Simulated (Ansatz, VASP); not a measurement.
TaSi2: VASP beside Ansatz

```
CELL_PARAMETERS angstrom
4.78000 0.00000 0.00000
-2.39000 4.13960 0.00000
0.00000 0.00000 6.56400
ATOMIC_POSITIONS crystal
Ta 0.00000 0.50000 0.16667
Ta 0.50000 0.50000 0.83333
Ta 0.50000 0.00000 0.50000
Si 0.33330 0.16665 0.16667
Si 0.16665 0.83335 0.83333
Si 0.83335 0.66670 0.50000
Si 0.66670 0.83335 0.16667
Si 0.83335 0.16665 0.83333
Si 0.16665 0.33330 0.50000
```

Alike in both runs: functional PBE; k mesh 7 × 7 × 4; occupations fermi-dirac, width 0.05 eV; no spin polarisation.

|  | VASP | Ansatz |
| --- | --- | --- |
| version | VASP 6.6.1 | Ansatz 0.2.0 |
| potentials or method | VASP PAW PBE potentials, release 64 (Ta_pv, Si) | Ansatz PAW |
| plane-wave cutoff (eV) | 520 | 420 |
| valence electrons in the cell | 57 | 63 |
| task | single point | band structure |

```csv
,VASP,Ansatz,Ansatz less VASP
gap on the k mesh at the Fermi level (eV),none,none,-
pressure (GPa),3.6,3.5,-0.11
largest component of the traceless stress (GPa),1.94,1.91,-0.026
rms of the force components (eV/Å),0.372,0.370,-0.0019
```

Atom by atom the forces differ by 0.002 eV/Å (rms over components). A gap of «none» marks a metal or a gap that the smearing closes. The two sets of potentials don't hold the same shells in valence.

Caveats: the cell's inner coordinates are idealised or old, which leaves forces on the atoms; spin-orbit coupling is left out, which moves the levels of the heavy elements (Ansatz). The runs have no spin-orbit coupling, so splittings on Ta are missing.
